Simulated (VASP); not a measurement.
# Na in VASP: settings compared

One slab, Na, is run at these levels: PBE+TS, LDA; tasks: relaxation of the atoms, atomic charges.

Everything below comes from runs of VASP 6.6.1. Logs are shortened: lines on timing, memory, paths and dates and some standing lists are left out, and cuts for length are marked.

### 1 The cell of the first run

The cell holds a slab with vacuum, 9 atoms: a = 3.700 Å, b = 3.700 Å, c = 40.075 Å, α = 90.00°, β = 90.00°, γ = 120.00°.

The slab is cut from a database's or a generator's crystal, which needn't be the stable form of the element.

### 2 Relaxation of the atoms, PBE+TS (the (0 0 1) slab of Na, cut from the database cell, not relaxed)

File INCAR:

```
  PREC = Accurate
  ENCUT = 520
  EDIFF = 1E-7
  ISMEAR = 0
  SIGMA = 0.05
  LREAL = False
  LASPH = True
  NELM = 100
  ALGO = Fast
  ISIF = 2
  LWAVE = False
  LCHARG = False
  LDIPOL = True
  IDIPOL = 3
  DIPOL = 0.5 0.5 0.500
  GGA = PE
  IVDW = 2
  IBRION = 2
  NSW = 60
  EDIFFG = -0.02
```

File KPOINTS:

```
regular mesh
0
Gamma
  8 8 1
```

File POSCAR:

```
Na
1.0
    3.7003831212      0.0000000000      0.0000000000
   -1.8501915606      3.2046257867      0.0000000000
    0.0000000000      0.0000000000     40.0746430800
Na
9
Selective dynamics
Direct
    0.3333333300      0.6666666600      0.1871507623  F F F
    0.0000000000      0.0000000000      0.2653630717  F F F
    0.6666666700      0.3333333400      0.3435753811  F F F
    0.0000000000      0.0000000000      0.4217876906  F F F
    0.3333333300      0.6666666600      0.5000000000  T T T
    0.0000000000      0.0000000000      0.5782123094  T T T
    0.6666666700      0.3333333400      0.6564246189  T T T
    0.0000000000      0.0000000000      0.7346369283  T T T
    0.3333333300      0.6666666600      0.8128492377  T T T
```

Potentials or basis: VASP PAW PBE potentials, release 64 (Na_pv).

Started as:

```bash
$ cat potpaw_PBE.64/Na_pv/POTCAR > POTCAR
$ mpirun -np 1 vasp_std > vasp.out
```

OUTCAR:

```text
PREC = Accurate
   ENCUT = 520
   EDIFF = 1E-7
   ISMEAR = 0
   LREAL = False
   LASPH = True
   NELM = 100
   ISIF = 2
   GGA = PE
   IVDW = 2
   IBRION = 2
   NSW = 60
   EDIFFG = -0.02
  IVDW =   2

 ion  position               nearest neighbor table
   1  0.333  0.667  0.187-
   2  0.000  0.000  0.265-
   3  0.667  0.333  0.344-
   4  0.000  0.000  0.422-
   5  0.333  0.667  0.500-
   6  0.000  0.000  0.578-
   7  0.667  0.333  0.656-
   8  0.000  0.000  0.735-
   9  0.333  0.667  0.813-

  LATTYP: Found a hexagonal cell.
 ALAT       =     3.7003831212
 C/A-ratio  =    10.8298632243

  Lattice vectors:

 A1 = (   3.7003831212,   0.0000000000,   0.0000000000)
 A2 = (  -1.8501915606,   3.2046257867,   0.0000000000)
 A3 = (   0.0000000000,   0.0000000000,  40.0746430800)

Analysis of symmetry for initial positions (statically):
=====================================================================
 Subroutine PRICEL returns:
 Original cell was already a primitive cell.

 Routine SETGRP: Setting up the symmetry group for a
 hexagonal supercell.

 Subroutine GETGRP returns: Found 12 space group operations
 (whereof 12 operations were pure point group operations)
 out of a pool of 24 trial point group operations.

The static configuration has the point symmetry D_3h.

Analysis of symmetry for dynamics (positions and initial velocities):
=====================================================================
 Subroutine PRICEL returns:
 Original cell was already a primitive cell.

 Routine SETGRP: Setting up the symmetry group for a
 hexagonal supercell.

 Subroutine GETGRP returns: Found 12 space group operations
 (whereof 12 operations were pure point group operations)
 out of a pool of 24 trial point group operations.

The dynamic configuration has the point symmetry D_3h.

Analysis of constrained symmetry for selective dynamics:
=====================================================================
 Subroutine PRICEL returns:
 Original cell was already a primitive cell.

 Routine SETGRP: Setting up the symmetry group for a
 hexagonal supercell.

 Subroutine GETGRP returns: Found  6 space group operations
 (whereof  6 operations were pure point group operations)
 out of a pool of 24 trial point group operations.

The constrained configuration has the point symmetry C_3v.

 Subroutine INISYM returns: Found  6 space group operations
 (whereof  6 operations are pure point group operations),
 and found     1 'primitive' translations

----------------------------------------------------------------------------------------

                                     Primitive cell

  volume of cell :     475.2189

  direct lattice vectors                    reciprocal lattice vectors
     3.700383121  0.000000000  0.000000000     0.270242288  0.156024458  0.000000000
    -1.850191561  3.204625787  0.000000000     0.000000000  0.312048915  0.000000000
     0.000000000  0.000000000 40.074643080     0.000000000  0.000000000  0.024953435

  length of vectors
     3.700383121  3.700383121 40.074643080     0.312048915  0.312048915  0.024953435

  position of ions in fractional coordinates (direct lattice)
     0.333333330  0.666666660  0.187150762
     0.000000000  0.000000000  0.265363072
     0.666666670  0.333333340  0.343575381
     0.000000000  0.000000000  0.421787691
     0.333333330  0.666666660  0.500000000
     0.000000000  0.000000000  0.578212309
     0.666666670  0.333333340  0.656424619
     0.000000000  0.000000000  0.734636928
     0.333333330  0.666666660  0.812849238

  ion indices of the primitive-cell ions
   primitive index   ion index
                 1           1
                 2           2
                 3           3
                 4           4
                 5           5
[... 22 lines left out ...]

  Shift w.r.t. Gamma in fractional coordinates (k-lattice)
     0.000000000  0.000000000  0.000000000

 Subroutine IBZKPT returns following result:
 ===========================================

 Found     10 irreducible k-points:

 Following reciprocal coordinates:
            Coordinates               Weight
  0.000000  0.000000  0.000000      1.000000
  0.125000  0.000000  0.000000      6.000000
  0.250000  0.000000  0.000000      6.000000
  0.375000  0.000000  0.000000      6.000000
  0.500000  0.000000  0.000000      3.000000
  0.125000  0.125000  0.000000      6.000000
  0.250000  0.125000  0.000000     12.000000
  0.375000  0.125000  0.000000     12.000000
  0.250000  0.250000  0.000000      6.000000
  0.375000  0.250000  0.000000      6.000000
   k-points           NKPTS =     10   k-points in BZ     NKDIM =     10   number of bands    NBANDS=     37
   number of dos      NEDOS =    301   number of ions     NIONS =      9
   total plane-waves  NPLWV = 235200
   dimension x,y,z NGX =    28 NGY =   28 NGZ =  300
   dimension x,y,z NGXF=    56 NGYF=   56 NGZF=  600
   ions per type =               9
   NGX,Y,Z   is equivalent  to a cutoff of  12.58, 12.58, 12.45 a.u.
   NGXF,Y,Z  is equivalent  to a cutoff of  25.16, 25.16, 24.89 a.u.
 SYSTEM =  unknown system
   PREC   = accura    normal or accurate (medium, high low for compatibility)
   ISTART =      0    job   : 0-new  1-cont  2-samecut
   ICHARG =      2    charge: 1-file 2-atom 10-const
   ISPIN  =      1    spin polarized calculation?
   LNONCOLLINEAR =      F non collinear calculations
   LSORBIT =      F    spin-orbit coupling
   LASPH  =      T    aspherical Exc in radial PAW
   ENCUT  =  520.0 eV  38.22 Ry    6.18 a.u.   6.88  6.88 74.51*2*pi/ulx,y,z
   NELM   =    100;   NELMIN=  2; NELMDL= -5     # of ELM steps
   EDIFF  = 0.1E-06   stopping-criterion for ELM
   LREAL  =      F    real-space projection
   EDIFFG = -.2E-01   stopping-criterion for IOM
   NSW    =     60    number of steps for IOM
   IBRION =      2    ionic relax: 0-MD 1-quasi-New 2-CG
   NFREE  =      1    steps in history (QN), initial steepest desc. (CG)
   ISIF   =      2    stress and relaxation
   ISYM   =      2    0-nonsym 1-usesym 2-fastsym
   POTIM  = 0.5000    time-step for ionic-motion
   TEBEG  =    0.0;   TEEND  =   0.0 temperature during run
   PSTRESS=    0.0 pullay stress
   NELECT =      63.0000    total number of electrons
   NUPDOWN=      -1.0000    fix difference up-down
   EMIN   =  10.00;   EMAX   =-10.00  energy-range for DOS
   EFERMI =   0.00;   METHOD = LEGACY
   ISMEAR =     0;   SIGMA  =   0.05  broadening in eV -4-tet -1-fermi 0-gaus
   EFERMI_NEDOS =   21; number of points for ismear=-14 and -15
   IALGO  =     68    algorithm
   IMIX   =      4    mixing-type and parameters
     AMIX     =   0.40;   BMIX     =  1.00
     AMIX_MAG =   1.60;   BMIX_MAG =  1.00
  volume/ion in A,a.u.               =      52.80       356.33
  Fermi-wavevector in a.u.,A,eV,Ry     =   0.834751  1.577451  9.480673  0.696810
  Thomas-Fermi vector in A             =   1.948195
   LORBIT       =      0    0 simple, 1 ext, 2 COOP (PROOUT), +10 PAW based schemes
   GGA     = PE    functional components
   LHFCALC =     F    Hartree Fock is set to
   AEXX    =    0.0000 exact exchange contribution
   IVDW    =     2    specifies the selected vdW correction
   LEPSILON=     F    determine dielectric tensor
   LRPA    =     F    only Hartree local field effects (RPA)
 conjugate gradient relaxation of ions
 non-spin polarized calculation
 RMM-DIIS sequential band-by-band and
 Gauss-broadening in eV      SIGMA  =   0.05
  energy-cutoff  :      520.00
  volume of cell :      475.22
 maximum number of plane-waves:     12842
 NGX is ok and might be reduce to    28
   NGX = 13   NGY = 13   NGZ =149

 dipolmoment           0.000000      0.000000     -0.000000 electrons x Angstroem

 number of electron      63.0000003 magnetization

 dipolmoment           0.000000      0.000000      0.000000 electrons x Angstroem

 Free energy of the ion-electron system (eV)
  ---------------------------------------------------
  ext. energy  EPLUGINS =         0.00000000
  ---------------------------------------------------
  free energy    TOTEN  =       -11.45824919 eV

  energy without entropy =      -11.45476958  energy(sigma->0) =      -11.45650938

 E-fermi :  -0.6029     XC(G=0):  -4.9273

 val. band max:       -0.6048173610   @ k =   0.1250   0.1250   0.0000
 cond. band min:      -0.5180747282   @ k =   0.3750   0.1250   0.0000
 fundamental gap:      0.0867426329
 Fermi energy:        -0.6028935950

 k-point     1 :       0.0000    0.0000    0.0000
  band No.  band energies     occupation
      1     -25.7205      2.00000
      2     -25.7205      2.00000
      3     -25.6890      2.00000
      4     -25.6890      2.00000
      5     -25.6890      2.00000
      6     -25.6890      2.00000
[... 389 lines left out ...]
     36       1.2714      0.00000
     37       1.5891      0.00000

------------------------ aborting loop because EDIFF is reached ----------------------------------------

 vacuum level on the upper side and lower side of the slab       (xc-potential included)        -0.192        -0.192

  Hirshfeld charges:
            ion         q(e)
   ------------------------------
      1     Na       0.00270460
      2     Na      -0.00169125
      3     Na      -0.00280696
      4     Na       0.00165485
      5     Na       0.00028432
      6     Na       0.00165439
      7     Na      -0.00280834
      8     Na      -0.00169350
      9     Na       0.00270189

  Tkatchenko/Scheffler method for vdW energy calculation

  Number of pair interactions contributing to vdW energy:   49835

  Edisp (eV):  -12.65362

  FORCE on cell =-STRESS in cart. coord.  units (eV):
  Direction    XX          YY          ZZ          XY          YZ          ZX
  --------------------------------------------------------------------------------------
  -------------------------------------------------------------------------------------
  Total       5.84637     5.84637     0.16409     0.00000    -0.00000     0.00000
  in kB      19.71075    19.71075     0.55322     0.00000    -0.00000     0.00000
  external pressure =       13.32 kB  Pullay stress =        0.00 kB

 VOLUME and BASIS-vectors are now :
 -----------------------------------------------------------------------------
  energy-cutoff  :      520.00
  volume of cell :      475.22
      direct lattice vectors                 reciprocal lattice vectors
     3.700383121  0.000000000  0.000000000     0.270242288  0.156024458  0.000000000
    -1.850191561  3.204625787  0.000000000     0.000000000  0.312048915  0.000000000
     0.000000000  0.000000000 40.074643080     0.000000000  0.000000000  0.024953435

 POSITION                                       TOTAL-FORCE (eV/Angst)
 -----------------------------------------------------------------------------------
      0.00000      2.13642      7.50000        -0.000000      0.000000      0.001229
      0.00000      0.00000     10.63433         0.000000      0.000000     -0.014028
      1.85019      1.06821     13.76866        -0.000000     -0.000000     -0.003204
      0.00000      0.00000     16.90299         0.000000      0.000000      0.004561
      0.00000      2.13642     20.03732         0.000000     -0.000000     -0.000001
      0.00000      0.00000     23.17165         0.000000     -0.000000     -0.004571
      1.85019      1.06821     26.30598        -0.000000     -0.000000      0.003217
      0.00000      0.00000     29.44031         0.000000     -0.000000      0.014032
      0.00000      2.13642     32.57464         0.000000     -0.000000     -0.001235
 -----------------------------------------------------------------------------------
    total drift:                                0.000001      0.000004      0.000009

  FREE ENERGIE OF THE ION-ELECTRON SYSTEM (eV)
  ---------------------------------------------------
  free  energy   TOTEN  =       -24.1118701175 eV

  energy  without entropy=      -24.1083905052  energy(sigma->0) =      -24.11013031

 reached required accuracy - stopping structural energy minimisation

 vacuum level on the upper side and lower side of the slab         2.086         2.084
```

It took 4.1 min on 1 thread of Intel Xeon Platinum 8488C (Sapphire Rapids), shared host; peak memory 0.54 GiB.

Results:

```
Free energy                : -24.1119 eV
Band gap on the k mesh     : none (metal or under the smearing width)
Dispersion energy per atom : -1.406 eV
```

Final structure:
```xyz
9
Lattice="3.7004 0.0000 0.0000 -1.8502 3.2046 0.0000 0.0000 0.0000 40.0746" Properties=species:S:1:pos:R:3 pbc="T T T"
Na    0.0000    2.1364    7.5000
Na    0.0000    0.0000   10.6343
Na    1.8502    1.0682   13.7687
Na    0.0000    0.0000   16.9030
Na    0.0000    2.1364   20.0373
Na    0.0000    0.0000   23.1717
Na    1.8502    1.0682   26.3060
Na    0.0000    0.0000   29.4403
Na    0.0000    2.1364   32.5746
```

Caveat: the relaxation stopped at its first step, so nothing moved; atom-pairwise D2, TS and ULG terms overbind metals.

### 3 Atomic charges, LDA

File INCAR:

```
SYSTEM = Na
ALGO = Normal
DIPOL = 0.5 0.5 0.501
EDIFF = 1E-6
ENCUT = 520
IDIPOL = 3
ISIF = 2
ISMEAR = -5
LASPH = .True.
LCHARG = .False.
LDIPOL = .True.
LORBIT = 11
LREAL = .False.
LWAVE = .False.
NELM = 100
PREC = Accurate
SIGMA = 0.05
```

File KPOINTS:

```
k-points
0
Gamma
  8 8 1
  0 0 0
```

File POSCAR:

```
Na
3.7004
    0.999995438655      0.000000000000      0.000000000000
   -0.499997719328      0.866021453546      0.000000000000
    0.000000000000      0.000000000000     10.829813825532
Na
9
Direct
    0.3118180000      0.6337050000      0.1860770000
   -0.0011030000      0.0008800000      0.2723660000
    0.6452850000      0.3111490000      0.3432860000
    0.0107300000      0.0089500000      0.4244680000
    0.3402100000      0.6789170000      0.4997470000
    0.0088500000      0.0164050000      0.5780680000
    0.6603230000      0.3495070000      0.6552830000
    0.0083870000      0.0012330000      0.7345500000
    0.3325480000      0.6740380000      0.8119140000
```

Potentials or basis: VASP PAW LDA potentials, release 64 (Na_pv).

Started as:

```bash
$ cat potpaw_LDA.64/Na_pv/POTCAR > POTCAR
$ mpirun -np 1 vasp_std > vasp.out
```

OUTCAR:

```text
SYSTEM = Na
   EDIFF = 1E-6
   ENCUT = 520
   ISIF = 2
   ISMEAR = -5
   LASPH = .True.
   LORBIT = 11
   LREAL = .False.
   NELM = 100
   PREC = Accurate

 ion  position               nearest neighbor table
   1  0.312  0.634  0.186-
   2  0.999  0.001  0.272-
   3  0.645  0.311  0.343-
   4  0.011  0.009  0.424-
   5  0.340  0.679  0.500-
   6  0.009  0.016  0.578-
   7  0.660  0.350  0.655-
   8  0.008  0.001  0.735-
   9  0.333  0.674  0.812-

  LATTYP: Found a hexagonal cell.
 ALAT       =     3.7003831212
 C/A-ratio  =    10.8298632243

[... 1189 lines left out ...]
     0.000000000  0.000000000 40.074643080     0.000000000  0.000000000  0.024953435

 POSITION                                       TOTAL-FORCE (eV/Angst)
 -----------------------------------------------------------------------------------
     -0.01863      2.03079      7.45697         0.000246      0.003025      0.149895
      3.69467      0.00282     10.91497        -0.003289     -0.009634     -0.147583
      1.81212      0.99712     13.75706         0.006060      0.009774      0.119356
      0.02315      0.02868     17.01040        -0.004211     -0.002770     -0.057496
      0.00278      2.17567     20.02718         0.001202     -0.000031      0.032943
      0.00240      0.05257     23.16587        -0.002912     -0.000835     -0.008901
      1.79679      1.12004     26.26023         0.006356     -0.001687      0.022405
      0.02875      0.00395     29.43683        -0.006246      0.003126     -0.012609
     -0.01654      2.16004     32.53716         0.002795     -0.000969     -0.098009
 -----------------------------------------------------------------------------------
    total drift:                                0.000293      0.000047     -0.000724

  FREE ENERGIE OF THE ION-ELECTRON SYSTEM (eV)
  ---------------------------------------------------
  free  energy   TOTEN  =       -12.6105258786 eV

  energy  without entropy=      -12.6105258786  energy(sigma->0) =      -12.61052588

 vacuum level on the upper side and lower side of the slab         2.061         2.083

 total charge

# of ion       s       p       d       tot
------------------------------------------
    1        0.106   5.955   0.000   6.061
    2        0.104   5.962   0.000   6.066
    3        0.104   5.963   0.000   6.067
    4        0.102   5.962   0.000   6.064
    5        0.103   5.963   0.000   6.065
    6        0.102   5.962   0.000   6.064
    7        0.102   5.962   0.000   6.064
    8        0.102   5.961   0.000   6.064
    9        0.108   5.957   0.000   6.065
--------------------------------------------------
tot          0.935  53.647   0.000  54.581
```

OSZICAR:

```text
N       E                     dE             d eps       ncg     rms          rms(c)
DAV:   1     0.447936479270E+03    0.44794E+03   -0.33345E+04  3604   0.147E+03
DAV:   2     0.111257179893E+02   -0.43681E+03   -0.42875E+03  2606   0.399E+02
DAV:   3    -0.121587799906E+02   -0.23284E+02   -0.22381E+02  2810   0.117E+02
[... 16 lines left out ...]
DAV:  20    -0.126104919545E+02   -0.23073E-04   -0.41089E-06  1832   0.101E-02    0.898E-04
DAV:  21    -0.126105194069E+02   -0.27452E-04   -0.23133E-06  1760   0.489E-03    0.430E-04
DAV:  22    -0.126105242785E+02   -0.48715E-05   -0.26270E-07  1548   0.321E-03    0.310E-04
DAV:  23    -0.126105257795E+02   -0.15010E-05   -0.21154E-07  1458   0.220E-03    0.238E-04
DAV:  24    -0.126105258786E+02   -0.99074E-07   -0.36220E-08  1428   0.113E-03
   1 F= -.12610526E+02 E0= -.12610526E+02  d E =0.000000E+00
```

stdout:

```text
POSCAR found type information on POSCAR Na
 POSCAR found :  1 types and       9 ions
 scaLAPACK will be used
 LDA part: xc-table for (Slater(with rela. corr.)+CA(PZ))
 , standard interpolation
 POSCAR, INCAR and KPOINTS ok, starting setup
 FFT: planning ... GRIDC
 FFT: planning ... GRID_SOFT
 FFT: planning ... GRID
 WAVECAR not read
 entering main loop
 -----------------------------------------------------------------------------
|                                                                             |
|           W    W    AA    RRRRR   N    N  II  N    N   GGGG   !!!           |
|           W    W   A  A   R    R  NN   N  II  NN   N  G    G  !!!           |
|           W    W  A    A  R    R  N N  N  II  N N  N  G       !!!           |
|           W WW W  AAAAAA  RRRRR   N  N N  II  N  N N  G  GGG   !            |
|           WW  WW  A    A  R   R   N   NN  II  N   NN  G    G                |
|           W    W  A    A  R    R  N    N  II  N    N   GGGG   !!!           |
|                                                                             |
|     Tetrahedron method does not include variations of the Fermi             |
|     occupations, so forces and stress will be inaccurate. We suggest        |
|     using a different smearing scheme ISMEAR = 1 or 2 for metals in         |
|     relaxations.                                                            |
|                                                                             |
 -----------------------------------------------------------------------------
```

Wall time 10 min (1 thread of Intel Xeon Platinum 8488C (Sapphire Rapids), shared host); peak memory 0.63 GiB.

Results:

```
Free energy                                           : -12.6105 eV
Largest force                                         : 0.150 eV/Å
Band gap on the k mesh                                : none (metal or under the smearing width)
Valence electrons inside the program's atomic spheres : Na 6.06, 6.07
```

Forces on the atoms (eV/Å):
```
Na   0.000  0.003  0.150
Na  -0.003 -0.010 -0.148
Na   0.006  0.010  0.119
Na  -0.004 -0.003 -0.057
Na   0.001  0.000  0.033
Na  -0.003 -0.001 -0.009
Na   0.006 -0.002  0.022
Na  -0.006  0.003 -0.013
Na   0.003 -0.001 -0.098
```

Caveat: tetrahedron occupations give inexact forces and stress in metals.
